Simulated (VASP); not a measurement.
The system is Si.

```
Si
1.0
     0.00000    2.72185    2.72185
     2.72185    0.00000    2.72185
     2.72185    2.72185    0.00000
Si
2
Direct
  0.50000 0.50000 0.50000
  0.75000 0.75000 0.75000
```

Program: VASP 6.6.1. Alike in all runs: potentials or basis VASP PAW PBE potentials, release 64 (Si); no spin polarisation; cell as given; cutoff (eV) 520.

Question: Order these runs on this cell by their pressure, lowest first.
A. level PBE; k mesh 8 × 8 × 8; smearing gaussian 0.019 eV; mesh quality not flagged
B. level r2SCAN50; k mesh 4 × 4 × 4; smearing fermi-dirac 0.05 eV; grid for exact exchange (PRECFOCK) Fast; exchange at q = 0 truncated; mesh quality coarse
C. level HF; k mesh 4 × 4 × 4; smearing fermi-dirac 0.05 eV; grid for exact exchange (PRECFOCK) Fast; exchange at q = 0 default; mesh quality coarse

Answer: B (-2.3 GPa), A (1.3 GPa), C (2.8 GPa).

Caveats: some runs use coarse meshes; the PAW data sets were made with another functional, which shifts forces and pressure a little (some runs); an unscreened hybrid on a path of extra k points without a Coulomb cutoff has errors near the mesh points, so the bands along the path aren't reliable (some runs).
